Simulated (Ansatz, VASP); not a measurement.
**Two plane-wave programs on ZnO**

```xyz
4
Lattice="3.2519 0.0000 0.0000 -1.6260 2.8163 0.0000 0.0000 0.0000 5.2474" Properties=species:S:1:pos:R:3 pbc="T T T"
Zn    0.0000    1.8775    0.0079
Zn    1.6260    0.9388    2.6317
O     0.0000    1.8775    1.9971
O     1.6260    0.9388    4.6208
```

Alike in both runs: functional PBE; dispersion D4; k mesh 8 × 8 × 6; occupations gaussian, width 0.05 eV; no spin polarisation.

Ansatz relaxed the structure, and its values are those at the end. VASP's run is a single point on that final structure, the one shown.

|  | VASP | Ansatz |
| --- | --- | --- |
| version | VASP 6.6.1 | Ansatz 0.2.0 |
| potentials or method | VASP PAW PBE potentials, release 64 (Zn, O) | scalar-relativistic, plane waves, PAW |
| plane-wave cutoff (eV) | 520 | 420 |
| valence electrons in the cell | 36 | 36 |

```tsv
	VASP	Ansatz	Ansatz less VASP
gap on the k mesh at the Fermi level (eV)	0.77	0.78	+0.015
least direct gap on the mesh (eV)	0.77	0.78	+0.015
pressure (GPa)	1.1	0.1	-1.00
dispersion energy (meV/atom)	-236.2	-236.3	-0.10
```

PBE gaps usually lie below the measured ones, often by a third to a half.
